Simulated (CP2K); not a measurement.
# Ga (Pm-3m) in CP2K: convergence with eps eigval

Aim: find how far eps eigval must go before the results for Ga settle, at PBE. This setting moves, with any that are tied to it; all else stays.

Everything below comes from runs of CP2K 2026.2. Logs are shortened: lines on timing, memory, paths and dates and some standing lists are left out, and cuts for length are marked.

### Step 1. Starting point

It takes space group Pm-3m (No. 221, cubic). Conventional cell: a = 2.716 Å, b = 2.716 Å, c = 2.716 Å, α = 90.00°, β = 90.00°, γ = 90.00°. Ga (site symmetry m-3m) is surrounded by 6 Ga at 2.72 Å.

The cell was built by a generator and needn't be a form met in nature.

### Step 2. With eps eigval 1.0E-2

Input file ga_converge.inp:

```
&GLOBAL
  PROJECT ga_converge
  RUN_TYPE ENERGY_FORCE
  PRINT_LEVEL LOW
&END GLOBAL
&FORCE_EVAL
  METHOD QS
  STRESS_TENSOR ANALYTICAL
  &DFT
    BASIS_SET_FILE_NAME BASIS_MOLOPT_UZH
    POTENTIAL_FILE_NAME POTENTIAL_UZH
    &MGRID
      CUTOFF 450
      REL_CUTOFF 60
      NGRIDS 5
    &END MGRID
    &QS
      METHOD GPW
      EPS_DEFAULT 1.0E-10
    &END QS
    &KPOINTS
      SCHEME MONKHORST-PACK 8 8 8
      GAMMA_CENTERED T
      SYMMETRY T
      SYMMETRY_BACKEND SPGLIB
    &END KPOINTS
    &SCF
      SCF_GUESS ATOMIC
      EPS_SCF 1.0E-6
      MAX_SCF 100
      ADDED_MOS 8
      CHOLESKY OFF
      EPS_EIGVAL 1.0E-2
      &DIAGONALIZATION ON
        ALGORITHM STANDARD
      &END DIAGONALIZATION
      &MIXING ON
        METHOD BROYDEN_MIXING
        ALPHA 0.4
        BETA 1.5
        NBUFFER 8
      &END MIXING
      &SMEAR ON
        METHOD FERMI_DIRAC
        ELECTRONIC_TEMPERATURE 580.23
      &END SMEAR
    &END SCF
    &XC
      &XC_FUNCTIONAL PBE
      &END XC_FUNCTIONAL
    &END XC
    &PRINT
      &KPOINTS ON
      &END KPOINTS
      &MULLIKEN ON
      &END MULLIKEN
      &MO ON
        ENERGIES T
        OCCUPATION_NUMBERS T
        &EACH
          QS_SCF 0
        &END EACH
        ADD_LAST NUMERIC
      &END MO
    &END PRINT
  &END DFT
  &SUBSYS
    &CELL
      ABC 2.7164800000 2.7164800000 2.7164800000
      ALPHA_BETA_GAMMA 90.0000000000 90.0000000000 90.0000000000
      PERIODIC XYZ
    &END CELL
    &COORD
      Ga  0.0000000000 0.0000000000 0.0000000000
    &END COORD
    &KIND Ga
      BASIS_SET DZVP-MOLOPT-PBE-GTH-q13
      POTENTIAL GTH-PBE-q13
    &END KIND
    &PRINT
      &ATOMIC_COORDINATES ON
      &END ATOMIC_COORDINATES
      &CELL ON
      &END CELL
    &END PRINT
  &END SUBSYS
  &PRINT
    &FORCES ON
    &END FORCES
    &STRESS_TENSOR ON
    &END STRESS_TENSOR
  &END PRINT
&END FORCE_EVAL
```

Potentials or basis: POTENTIAL_UZH Ga GTH-PBE-q13; DZVP-MOLOPT-PBE-GTH basis.

On the command line:

```console
OMP_NUM_THREADS=1 cp2k.psmp -i ga_converge.inp -o ga_converge.out
```

Run time: 24 s. Hardware: 1 thread of Arm Neoverse V2, shared host; peak memory 0.22 GiB.

What came out:

| Property | Result |
| --- | --- |
| Free energy | -2029.7855 eV |
| Pressure | 0.9 GPa |
| Band gap on the k mesh | none (metal or under the smearing width) |

### Step 3. With eps eigval 1.0E-3

ga_converge.inp, as its differences from that of step 2:

```diff
@@ -32,3 +32,3 @@
       CHOLESKY OFF
-      EPS_EIGVAL 1.0E-2
+      EPS_EIGVAL 1.0E-3
       &DIAGONALIZATION ON
```

Potentials or basis: POTENTIAL_UZH Ga GTH-PBE-q13; DZVP-MOLOPT-PBE-GTH basis.

On the command line:

```console
OMP_NUM_THREADS=1 cp2k.psmp -i ga_converge.inp -o ga_converge.out
```

Run time: 26 s. Hardware: 1 thread of Arm Neoverse V2, shared host; peak memory 0.22 GiB.

What came out:

* Free energy: -2029.7909 eV
* Pressure: 1.2 GPa
* Band gap on the k mesh: none (metal or under the smearing width)

### Step 4. With eps eigval 1.0E-4

ga_converge.inp, as its differences from that of step 3:

```diff
@@ -32,3 +32,3 @@
       CHOLESKY OFF
-      EPS_EIGVAL 1.0E-3
+      EPS_EIGVAL 1.0E-4
       &DIAGONALIZATION ON
```

On the command line:

```console
OMP_NUM_THREADS=1 cp2k.psmp -i ga_converge.inp -o ga_converge.out
```

Wall time 26 s (1 thread of Arm Neoverse V2, shared host); peak memory 0.22 GiB.

What came out:

```yaml
Free_energy: -2029.7910 eV
Pressure: 1.2 GPa
Band_gap_on_the_k_mesh: none (metal or under the smearing width)
```

### Step 5. With eps eigval 1.0E-5

ga_converge.inp, as its differences from that of step 4:

```diff
@@ -32,3 +32,3 @@
       CHOLESKY OFF
-      EPS_EIGVAL 1.0E-4
+      EPS_EIGVAL 1.0E-5
       &DIAGONALIZATION ON
```

On the command line:

```console
OMP_NUM_THREADS=1 cp2k.psmp -i ga_converge.inp -o ga_converge.out
```

Wall time 26 s (1 thread of Arm Neoverse V2, shared host); peak memory 0.22 GiB.

Results (log left out):

* Free energy: -2029.7910 eV
* Pressure: 1.2 GPa
* Band gap on the k mesh: none (metal or under the smearing width)

### Step 6. With eps eigval 1.0E-6

ga_converge.inp, as its differences from that of step 5:

```diff
@@ -32,3 +32,3 @@
       CHOLESKY OFF
-      EPS_EIGVAL 1.0E-5
+      EPS_EIGVAL 1.0E-6
       &DIAGONALIZATION ON
```

Potentials or basis: POTENTIAL_UZH Ga GTH-PBE-q13; DZVP-MOLOPT-PBE-GTH basis.

On the command line:

```console
OMP_NUM_THREADS=1 cp2k.psmp -i ga_converge.inp -o ga_converge.out
```

It took 26 s on 1 thread of Arm Neoverse V2, shared host; peak memory 0.22 GiB.

The run converged. Its results:

```
Free energy            : -2029.7910 eV
Pressure               : 1.2 GPa
Band gap on the k mesh : none (metal or under the smearing width)
```

### Step 7. With eps eigval 1.0E-8

ga_converge.inp, as its differences from that of step 6:

```diff
@@ -32,3 +32,3 @@
       CHOLESKY OFF
-      EPS_EIGVAL 1.0E-6
+      EPS_EIGVAL 1.0E-8
       &DIAGONALIZATION ON
```

Potentials or basis: POTENTIAL_UZH Ga GTH-PBE-q13; DZVP-MOLOPT-PBE-GTH basis.

On the command line:

```console
OMP_NUM_THREADS=1 cp2k.psmp -i ga_converge.inp -o ga_converge.out
```

ga_converge.out:

```text

 CP2K| version string:                                       CP2K version 2026.2
 CP2K| Input file name                                           ga_converge.inp

 GLOBAL| Force Environment number                                              1
 GLOBAL| Basis set file name                                    BASIS_MOLOPT_UZH
 GLOBAL| Potential file name                                       POTENTIAL_UZH
 GLOBAL| MM Potential file name                                     MM_POTENTIAL
 GLOBAL| Coordinate file name                                      __STD_INPUT__
 GLOBAL| Method name                                                        CP2K
 GLOBAL| Project name                                                ga_converge
 GLOBAL| Run type                                                   ENERGY_FORCE
 GLOBAL| FFT library                                                       FFTW3
[... 6 lines left out ...]
 GLOBAL| Total number of message passing processes                             1
 GLOBAL| Number of threads for this process                                    1
 GLOBAL| CPU model name                                                  UNKNOWN

 CELL| Volume [angstrom^3]:                                            20.045622
 CELL| Vector a [angstrom]:       2.716     0.000     0.000   |a| =     2.716480
 CELL| Vector b [angstrom]:       0.000     2.716     0.000   |b| =     2.716480
 CELL| Vector c [angstrom]:       0.000     0.000     2.716   |c| =     2.716480
 CELL| Angle (b,c), alpha [degree]:                                    90.000000
 CELL| Angle (a,c), beta  [degree]:                                    90.000000
 CELL| Angle (a,b), gamma [degree]:                                    90.000000
 CELL| Numerically orthorhombic:                                             YES
 CELL| Periodicity                                                           XYZ

 CELL_REF| Volume [angstrom^3]:                                        20.045622
 CELL_REF| Vector a [angstrom     2.716     0.000     0.000   |a| =     2.716480
 CELL_REF| Vector b [angstrom     0.000     2.716     0.000   |b| =     2.716480
 CELL_REF| Vector c [angstrom     0.000     0.000     2.716   |c| =     2.716480
 CELL_REF| Angle (b,c), alpha [degree]:                                90.000000
 CELL_REF| Angle (a,c), beta  [degree]:                                90.000000
 CELL_REF| Angle (a,b), gamma [degree]:                                90.000000
 CELL_REF| Numerically orthorhombic:                                         YES
 CELL_REF| Periodicity                                                       XYZ

[... 8 lines left out ...]
 TOTAL NUMBERS AND MAXIMUM NUMBERS

  Total number of            - Atomic kinds:                                   1
                             - Atoms:                                          1
                             - Shell sets:                                     1
                             - Shells:                                         7
                             - Primitive Cartesian functions:                  6
                             - Cartesian basis functions:                     30
                             - Spherical basis functions:                     25

  Maximum angular momentum of the orbital basis functions:                     3

 MODULE QUICKSTEP: ATOMIC COORDINATES IN ANGSTROM

   Atom Kind Element         X             Y             Z       Z(eff)     Mass
      1    1 Ga   31      0.000000      0.000000      0.000000  13.0000  69.7230

 SCF PARAMETERS         Density guess:                                    ATOMIC
                        --------------------------------------------------------
                        max_scf:                                             100
                        max_scf_history:                                       0
                        max_diis:                                              4
                        --------------------------------------------------------
                        eps_scf:                                        1.00E-06
[... 68 lines left out ...]

 Number of electrons:                                                         13
 Number of occupied orbitals:                                                  7
 Number of molecular orbitals:                                                15

 Number of orbital functions:                                                 25
 Number of independent orbital functions:                                     25

 SCF WAVEFUNCTION OPTIMIZATION

  Step     Update method      Time    Convergence         Total energy    Change
  ------------------------------------------------------------------------------
     1 NoMix/Diag. 0.40E+00    2.0     0.70379179       -74.6745833855 -7.47E+01
     2 Broy./Diag. 0.40E+00    1.8     0.00541230       -74.6648507503  9.73E-03
     3 Broy./Diag. 0.40E+00    1.8     0.01770129       -74.6213636338  4.35E-02
     4 Broy./Diag. 0.40E+00    1.8     0.00028161       -74.5941345200  2.72E-02
     5 Broy./Diag. 0.40E+00    1.8     0.00057271       -74.5954153370 -1.28E-03
     6 Broy./Diag. 0.40E+00    1.8     0.00048946       -74.5943989847  1.02E-03
     7 Broy./Diag. 0.40E+00    1.8     0.00009095       -74.5934107183  9.88E-04
     8 Broy./Diag. 0.40E+00    1.8     0.00005367       -74.5934254424 -1.47E-05
     9 Broy./Diag. 0.40E+00    1.8     0.00000498       -74.5934499593 -2.45E-05
    10 Broy./Diag. 0.40E+00    1.8     0.00000182       -74.5934500859 -1.27E-07
    11 Broy./Diag. 0.40E+00    1.8     0.00000081       -74.5934503537 -2.68E-07

  *** SCF run converged in    11 steps ***

  Electronic density on regular grids:        -12.9999999992        0.0000000008
  Core density on regular grids:               12.9999999990       -0.0000000010
  Total charge density on r-space grids:       -0.0000000002
  Total charge density g-space grids:          -0.0000000002

  Overlap energy of the core charge distribution:               0.00000000001267
  Self energy of the core charge distribution:                -97.29388127124669
  Core Hamiltonian energy:                                     29.20437511344231
  Hartree energy:                                               3.67732755830815
  Exchange-correlation energy:                                -10.18104877591593
  Electronic entropic energy:                                  -0.00022297836329
  Fermi energy:                                                 0.17109808900592

  Total energy:                                               -74.59345035369122
  Total energy (extrapolated to T->0):                        -74.59333886450958

 MO| EIGENVALUES AND OCCUPATION NUMBERS FOR K POINT 1
 MO|
 MO|  Index      Eigenvalue [a.u.]        Eigenvalue [eV]             Occupation
 MO|      1              -0.364946              -9.930689               2.000000
 MO|      2              -0.364389              -9.915532               2.000000
 MO|      3              -0.364389              -9.915532               2.000000
 MO|      4              -0.352266              -9.585651               2.000000
 MO|      5              -0.352266              -9.585651               2.000000
 MO|      6               0.099914               2.718798               2.000000
 MO|      7               0.277857               7.560877               0.000000
 MO|      8               0.277857               7.560877               0.000000
 MO|      9               0.375259              10.211309               0.000000
 MO|     10               0.597943              16.270870               0.000000
 MO|     11               0.619835              16.866557               0.000000
 MO|     12               0.619835              16.866557               0.000000
 MO|     13               0.956274              26.021547               0.000000
[... 263 lines left out ...]
 MO|      4              -0.357831              -9.737076               2.000000
 MO|      5              -0.350800              -9.545747               2.000000
 MO|      6               0.054001               1.469432               2.000000
 MO|      7               0.125133               3.405051               2.000000
 MO|      8               0.249085               6.777955               0.000000
 MO|      9               0.441886              12.024331               0.000000
 MO|     10               0.737880              20.078723               0.000000
 MO|     11               0.999491              27.197523               0.000000
 MO|     12               1.002808              27.287798               0.000000
 MO|     13               1.054292              28.688734               0.000000
 MO|     14               1.129233              30.727979               0.000000
 MO|     15               1.193103              32.465984               0.000000
 MO| Sum:                                                              14.000000
 MO| E(Fermi):            0.171098 a.u.          4.655816 eV

 [... the levels of further k-points ...]

 !-----------------------------------------------------------------------------!
                     Mulliken Population Analysis

 #  Atom  Element  Kind  Atomic population                           Net charge
       1     Ga       1         13.000000                             -0.000000
 # Total charge                             13.000000                 -0.000000

 !-----------------------------------------------------------------------------!

 ENERGY| Total FORCE_EVAL ( QS ) energy [hartree]            -74.593450610103673

 FORCES| Atomic forces [hartree/bohr]
 FORCES|   Atom     x               y               z               |f|
 FORCES|      1  7.00864259E-09  7.00864750E-09  7.00863718E-09   1.21393248E-08
 FORCES| Sum     7.00864259E-09  7.00864750E-09  7.00863718E-09
 FORCES| Total atomic force                                       1.21393248E-08

 STRESS| Analytical stress tensor [bar]
 STRESS|                        x                   y                   z
 STRESS|      x        1.21529739724E+04   6.12115077416E-03   6.12125956674E-03
 STRESS|      y        6.12115077416E-03   1.21529840392E+04   6.12710754091E-03
 STRESS|      z        6.12125956674E-03   6.12710754091E-03   1.21526784544E+04
 STRESS| 1/3 Trace                                             1.21528788220E+04
 STRESS| Determinant                                           1.79488861344E+12

 STRESS| Eigenvectors and eigenvalues of the analytical stress tensor [bar]
 STRESS|                        1                   2                   3
 STRESS| Eigenvalues   1.21526782099E+04   1.21529711096E+04   1.21529871465E+04
 STRESS|      x          -0.020282225145      0.901976344849      0.431308827496
 STRESS|      y          -0.019620478617     -0.431673576545      0.901816478077
 STRESS|      z           0.999601754781      0.009828359221      0.026452508255
```

Wall time 26 s (1 thread of Arm Neoverse V2, shared host); peak memory 0.22 GiB.

What came out:

```yaml
Free_energy: -2029.7910 eV
Pressure: 1.2 GPa
Band_gap_on_the_k_mesh: none (metal or under the smearing width)
```

### Step 8. Result

| eps eigval | energy less the tightest run, at zero smearing (meV/atom) | pressure (GPa) | SCF cycles | CPU time (s) | peak memory (GiB) |
| --- | --- | --- | --- | --- | --- |
| 1.0E-2 | 5.54 | 0.90 | 10 | 24 | 0.22 |
| 1.0E-3 | 0.13 | 1.22 | 11 | 26 | 0.22 |
| 1.0E-4 | 0.00 | 1.22 | 11 | 26 | 0.22 |
| 1.0E-5 | 0.00 | 1.22 | 11 | 26 | 0.22 |
| 1.0E-6 | 0.00 | 1.22 | 11 | 26 | 0.22 |
| 1.0E-8 | 0.00 | 1.22 | 11 | 26 | 0.22 |

Against the tightest run, the energy stays within 1 meV/atom from 1.0E-3 on; the pressure stays within 0.1 GPa from 1.0E-3 on. The tightest run that finished is the yardstick and may itself not be fully converged.

Caveats: the basis of atomic orbitals isn't converged, which shifts pressures, moduli and gaps.
